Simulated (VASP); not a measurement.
A run of VASP 6.6.1:

File INCAR:

```
SYSTEM = CdO
  PREC = Accurate
  ENCUT = 520
  EDIFF = 1E-7
  ISMEAR = 0
  SIGMA = 0.1
  LREAL = .FALSE.
  LASPH = .TRUE.
  NELM = 60
  ALGO = Fast
  ISIF = 3
  LWAVE = .FALSE.
  LCHARG = .FALSE.
  GGA = PE
  IBRION = 2
  NSW = 80
  EDIFFG = -0.002
  PSTRESS = 180.0
```

File KPOINTS:

```
regular mesh
0
G
  16 16 16
  0 0 0
```

The input POSCAR:

```
CdO                                     
1.0
   -0.0000000000      2.2273557130      2.2273557130
    2.2273557130     -0.0000000000      2.2273557130
    2.2273557130      2.2273557130      0.0000000000
  Cd              O             
     1     1
Direct
     0.0000000000000000    0.0000000000000000    0.0000000000000000
     0.5000000000000000    0.5000000000000000    0.5000000000000000
```

Potentials or basis: VASP PAW PBE potentials, release 64 (Cd, O).

Run with:

```sh
$ cat potpaw_PBE.64/Cd/POTCAR potpaw_PBE.64/O/POTCAR > POTCAR
$ mpirun -np 1 vasp_std > vasp.out
```

Hardware: 1 thread of Intel(R) Xeon(R) 6975P-C (Granite Rapids) (shared host).

How long does it take, and how much memory?

Run time: 82 s on 1 thread of Intel(R) Xeon(R) 6975P-C (Granite Rapids), on a shared host, peak memory 0.18 GiB. Counts: scf iterations 94, k points 145, ion steps 17.
